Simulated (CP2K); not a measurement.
SnTe:

```
Te Sn
1.0
     4.45597    0.00000    0.00000
     2.22799    3.85899    0.00000
     2.22799    1.28633    3.63829
Te Sn
1 1
Direct
  0.50000 0.50000 0.50000
  0.00000 0.00000 0.00000
```

Program: CP2K 2026.2. Alike in all runs: no spin polarisation; cell as given; k mesh 7 × 7 × 7.

**Question.** Order these runs on this cell by their pressure, lowest first.
A. level r2SCAN; potentials or basis POTENTIAL_UZH Te GTH-SCAN-q6, Sn GTH-SCAN-q4; TZVP-MOLOPT-SCAN-GTH basis; smearing fermi-dirac 0.0259 eV; EPS_DEFAULT 1.0E-9; NGRIDS 4; points a segment of the path (NPOINTS) 8; bands added on the path 2; CUTOFF of the grids 675 Ry
B. level RPBE; potentials or basis POTENTIAL_UZH Te GTH-PBE-q6, Sn GTH-PBE-q4; TZVP-MOLOPT-PBE-GTH basis; smearing gaussian 0.02 eV; EPS_DEFAULT 1.0E-10; NGRIDS 4; CUTOFF of the grids 450 Ry
C. level BLYP; potentials or basis POTENTIAL_UZH Te GTH-PBE-q6, Sn GTH-PBE-q4; TZVP-MOLOPT-PBE-GTH basis; smearing fermi-dirac 0.05 eV; EPS_DEFAULT 1.0E-9; NGRIDS 5; CUTOFF of the grids 675 Ry
D. level PBEsol; potentials or basis POTENTIAL_UZH Te GTH-PBE-q6, Sn GTH-PBE-q4; TZVP-MOLOPT-PBE-GTH basis; smearing fermi-dirac 0.05 eV; EPS_DEFAULT 1.0E-9; NGRIDS 4; points a segment of the path (NPOINTS) 8; bands added on the path 6; CUTOFF of the grids 450 Ry

**Answer.** A (0.0 GPa), D (1.8 GPa), B (3.5 GPa), C (6.5 GPa).

Caveats: the basis of atomic orbitals isn't converged, which shifts pressures, moduli and gaps; the potentials were made for another functional, which shifts forces and pressure (some runs).

Not every run made on this cell is shown here.
